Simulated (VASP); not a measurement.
Input of a VASP 6.6.1 run:

File INCAR:

```
PREC = Accurate
ENCUT = 600
EDIFF = 1E-7
ISMEAR = 0
SIGMA = 0.03
LREAL = False
LASPH = True
NELM = 80
ALGO = Normal
ISIF = 3
LWAVE = False
LCHARG = False
GGA = PS
IBRION = 2
NSW = 90
EDIFFG = -0.005
PSTRESS = 120.0
```

KPOINTS

```
regular mesh
0
Gamma
  8 8 8
```

Contents of POSCAR:

```
NaCl                                    
1.0
    0.0000000000      2.5755260158      2.5755260158
    2.5755260158      0.0000000000      2.5755260158
    2.5755260158      2.5755260158     -0.0000000000
  Na              Cl            
     1     1
Direct
     0.0000000000000000    0.0000000000000000    0.0000000000000000
     0.5000000000000000    0.5000000000000000    0.5000000000000000
```

Potentials or basis: VASP PAW PBE potentials, release 64 (Na_pv, Cl).

The run is started by

```console
$ cat potpaw_PBE.64/Na_pv/POTCAR potpaw_PBE.64/Cl/POTCAR > POTCAR
$ mpirun -np 1 vasp_std > vasp.out
```

Problem. Predict the band gap on the k mesh.

Solution. 6.16 eV, direct.

Final structure:
```
Na Cl
1.0
     0.00000    2.57553    2.57553
     2.57553    0.00000    2.57553
     2.57553    2.57553    0.00000
Na Cl
1 1
Direct
  0.00000 0.00000 0.00000
  0.50000 0.50000 0.50000
```

Caveat: the relaxation stopped at its first step, so nothing moved; the cell is relaxed towards a set pressure, so the enthalpy falls and the energy may rise. As with any semilocal functional, this PBEsol gap is likely too small.
